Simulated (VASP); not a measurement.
Here is a VASP 6.6.1 calculation.

File INCAR:

```
PREC = Accurate
ENCUT = 600
EDIFF = 1E-6
ISMEAR = -1
SIGMA = 0.05
LREAL = F
LASPH = T
NELM = 150
ALGO = Normal
ISIF = 3
LWAVE = F
LCHARG = F
ISPIN = 2
MAGMOM = 2 0
LORBIT = 11
LMAXMIX = 4
GGA = CX
LUSE_VDW = T
AGGAC = 0.0
IBRION = 2
NSW = 60
EDIFFG = -0.02
```

The input KPOINTS:

```
regular mesh
0
Gamma
  8 8 7
```

Contents of POSCAR:

```
CoO
1.0
    2.8284500000      0.0000000000      0.0000000000
   -1.4142300000      2.4495100000      0.0000000000
    0.0000000000      0.0000000000      2.7217200000
Co O
1 1
Direct
    0.0000000000      0.0000000000      0.5000000000
    0.6666700000      0.3333300000      0.0000000000
```

Potentials or basis: VASP PAW PBE potentials, release 64 (Co, O).

Run with:

```bash
$ cat potpaw_PBE.64/Co/POTCAR potpaw_PBE.64/O/POTCAR > POTCAR
$ mpirun -np 1 vasp_std > vasp.out
```

Task: Estimate the site moments.

Result: Co +2.52; O +0.43 μB.

Task: Estimate the space group after relaxing (to 0.05 Å).

Result: P-6m2 (No. 187).

Task: Estimate the net moment.

Result: 3.00 μB per cell.

Step by step:
| step | energy change (eV) | largest force (eV/Å) | pressure (GPa) | volume (Å³) |
| --- | --- | --- | --- | --- |
| 1 | 0.0000 | 0.0001 | -8.89 | 18.86 |
| 2 | -0.0101 | 0.0000 | 7.62 | 17.47 |
| 3 | -0.0236 | 0.0001 | -0.32 | 18.04 |
| 4 | -0.0235 | 0.0001 | 0.14 | 18.02 |
| 5 | -0.0242 | 0.0000 | 0.24 | 18.00 |
| 6 | -0.0244 | 0.0000 | 0.30 | 17.98 |
| 7 | -0.0244 | 0.0000 | -0.32 | 18.03 |
| 8 | -0.0244 | 0.0000 | -0.02 | 18.00 |

Caveat: the PAW data sets were made with another functional, which shifts forces and pressure a little; a cell with one magnetic atom can't hold antiferromagnetic order, which such compounds often take.
